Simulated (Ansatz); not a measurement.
## Zone-centre phonons of ZrN at 50 GPa: input and output

Computed with DFT LDA, scalar-relativistic, plane waves, PAW in Ansatz 0.2.0.

Launched with:
```bash
ansatz run input.yaml --threads 1 --pin off --max-ram 3072MiB --backend cpu --events-out ev --progress --plain --runs-dir out
```

Input (bare energies are in eV):
```yaml
crystal:
  lattice:
    - [0.0, 2.1645134538, 2.1645134538]
    - [2.1645134538, 0.0, 2.1645134538]
    - [2.1645134538, 2.1645134538, 0.0]
  atoms:
    - { symbol: Zr, position: [0.0, 0.0, 0.0] }
    - { symbol: "N", position: [0.5, 0.5, 0.5] }
basis:
  ecutwfc: 420
kpoints:
  mp_grid: { grid: [16, 16, 16] }
hamiltonian:
  xc: lda
scf:
  occupations: { method: fermi_dirac, width: 0.15 }
output:
  eigenvalues: true
phonons:
  method: dfpt
  eigenvectors: true
```

The end of the output:
```
--- Phonons (Γ-DFPT): 2 representative perturbations + reference, on 349 of 4096 k-points (Σ response iterations 6) ---
  k mesh reduced under 8 symmetry operations, with k and −k counted as one. Each operation leaves every solved perturbation unchanged. A smaller set is not used because it would not reduce the number of displacements ...
  ASR residual: 4.759e-4 → 0.000e0 eV/Å²; symmetrization residual: 6.384e-7 eV/Å²
  ASR residual per site (eV/Å²): 4.76e-4 5.27e-5
  Γ frequencies (cm⁻¹): 0.00 0.00 0.00 645.25 645.25 645.25
  non-analytic LO–TO correction: not included (Born effective charges unavailable; polar crystals: no LO–TO splitting at Γ)
```

Time: 64 s on 1 thread of Intel(R) Xeon(R) Processor @ 2.50GHz (Skylake/Cascade Lake), with other jobs on the host, peak memory 0.6 GiB.

In a metal, frequencies and elastic constants depend on the k mesh and the smearing, soft modes and shear constants most. Other phases may be more stable at this pressure.